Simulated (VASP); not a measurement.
Here is a VASP 6.6.1 calculation.

Contents of INCAR:

```
SYSTEM = MgO
PREC = Accurate ; ENCUT = 600
EDIFF = 1E-6 ; ISMEAR = 0
SIGMA = 0.03 ; LREAL = .FALSE.
LASPH = .TRUE. ; NELM = 80
ALGO = Normal ; ISIF = 3
LWAVE = .FALSE. ; LCHARG = .FALSE.
IBRION = 2 ; NSW = 90
EDIFFG = -0.01
```

KPOINTS

```
Automatic mesh
0
G
  12 12 12
  0 0 0
```

POSCAR

```
MgO
1.0
    0.0000000000      2.1085000000      2.1085000000
    2.1085000000      0.0000000000      2.1085000000
    2.1085000000      2.1085000000      0.0000000000
Mg O
1 1
Direct
    0.0000000000      0.0000000000      0.0000000000
    0.5000000000      0.5000000000      0.5000000000
```

Potentials or basis: VASP PAW LDA potentials, release 64 (Mg, O).

Command:

```console
$ cat potpaw_LDA.64/Mg/POTCAR potpaw_LDA.64/O/POTCAR > POTCAR
$ mpirun -np 1 vasp_std > vasp.out
```

Q: What does it give for the relaxed volume?

A: 8.89 Å³/atom.

Q: Estimate the band gap on the k mesh.

A: 5.16 eV, direct.

Q: Estimate the relaxed cell.

A: a = 2.930 Å, b = 2.930 Å, c = 2.930 Å, α = 60.00°, β = 60.00°, γ = 60.00°.

Final structure:
```
CELL_PARAMETERS angstrom
0.00000 2.07164 2.07164
2.07164 0.00000 2.07164
2.07164 2.07164 0.00000
ATOMIC_POSITIONS crystal
Mg 0.00000 0.00000 0.00000
O 0.50000 0.50000 0.50000
```

A k mesh can miss the band edges. LDA usually gives volumes a few per cent too small.
